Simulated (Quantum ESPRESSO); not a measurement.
**Au in Quantum ESPRESSO: the effect of dispersion**

The system is Au.

```
CELL_PARAMETERS angstrom
0.00000 2.03500 2.03500
2.03500 0.00000 2.03500
2.03500 2.03500 0.00000
ATOMIC_POSITIONS crystal
Au 0.00000 0.00000 0.00000
```

Alike in all runs:

- Program: Quantum ESPRESSO 7.5
- Task: phonons
- Potentials or basis: GBRV 1.5 PBE
- Cutoff: 612 eV
- Density cutoff: 4898 eV
- k mesh: 11 × 11 × 11
- Occupations: cold, width 0.2 eV
- Spin: no spin polarisation

Each run relaxes the cell or the atoms first.

```tsv
dispersion	functional	relaxed volume (Å³/atom)	highest phonon frequency (cm⁻¹)
none	PBE	17.91	137
D2	PBE	15.92	183
rVV10	rPW86PBE	?	?
rev-vdW-DF2	rev-vdW-DF2	17.52	146
```

What does the run with dispersion rVV10 give?

Relaxed volume 18.41 Å³/atom; highest phonon frequency 136 cm⁻¹.

Caveats: the q point doesn't lie on the k mesh, which can shift a metal's frequencies strongly unless the mesh is converged; pairwise dispersion overbinds metals, which lowers pressure and volume (some runs); the potentials were made for another functional, which shifts forces and pressure (some runs).
